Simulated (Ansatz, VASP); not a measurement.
Two plane-wave programs on HgSe (pbesol)

File INCAR:

```
PREC     = Accurate       # precision mode
ENCUT    = 600            # plane-wave cutoff, eV
EDIFF    = 1E-6           # SCF threshold, eV
ISMEAR   = 0              # smearing method
SIGMA    = 0.1            # smearing width, eV
LREAL    = F              # projectors in reciprocal space
LASPH    = T              # aspherical terms in the spheres
NELM     = 100            # most SCF steps
ALGO     = Normal         # electronic algorithm
ISIF     = 3              # what is computed and relaxed
LWAVE    = F              # write WAVECAR
LCHARG   = F              # write CHGCAR
GGA      = PS             # functional
IBRION   = 2              # ionic algorithm
NSW      = 100            # ionic steps
EDIFFG   = -0.002         # ionic threshold
```

File KPOINTS:

```
regular mesh
0
Gamma
  12 12 12
```

File POSCAR:

```
HgSe
1.0
    0.0000000000      3.0390000000      3.0390000000
    3.0390000000      0.0000000000      3.0390000000
    3.0390000000      3.0390000000      0.0000000000
Hg Se
1 1
Direct
    0.0000000000      0.0000000000      0.0000000000
    0.2500000000      0.2500000000      0.2500000000
```

Input for Ansatz:

```yaml
crystal:
  lattice:
    - [0.0, 3.039, 3.039]
    - [3.039, 0.0, 3.039]
    - [3.039, 3.039, 0.0]
  atoms:
    - { symbol: Hg, position: [0.0, 0.0, 0.0] }
    - { symbol: Se, position: [0.25, 0.25, 0.25] }
basis:
  ecutwfc: 420
kpoints:
  mp_grid: { grid: [12, 12, 12] }
hamiltonian:
  xc: pbesol
scf:
  occupations: { method: gaussian, width: 0.1 }
output:
  forces: true
  stress: true
  eigenvalues: true
relax:
  adjacent_minimum: "off"
  f_tol: 0.002
  max_steps: 80
  cell: { stress_tol: 0.02 }
```

Alike in both runs: task relaxation of cell and atoms; functional PBEsol; k mesh 12 × 12 × 12; occupations gaussian, width 0.1 eV; no spin polarisation.

|  | VASP | Ansatz |
| --- | --- | --- |
| version | VASP 6.6.1 | Ansatz 0.2.0 |
| potentials or method | VASP PAW PBE potentials, release 64 (Hg, Se) | scalar-relativistic, plane waves, PAW |
| plane-wave cutoff (eV) | 600 | 420 |
| valence electrons in the cell | 18 | 36 |

|  | VASP | Ansatz | Ansatz less VASP |
| --- | --- | --- | --- |
| gap on the k mesh at the Fermi level, each at its own relaxed structure (eV) | none | none | - |
| relaxed volume (Å³/atom) | 29.01 | 28.84 | -0.177 |
| relaxed cell length with the largest relative difference (Å) | 4.346 | 4.337 | -0.0088 |
| energy change over the relaxation (meV/atom) | -5 | -3 | +1.8 |

A gap of «none» marks a metal or a gap that the smearing closes. The two sets of potentials don't hold the same shells in valence.

Caveats: the PAW data sets were made with another functional, which shifts forces and pressure a little (VASP). Spin-orbit coupling is left out, which matters for the levels of Hg. Zero-point motion and thermal expansion aren't in these numbers.
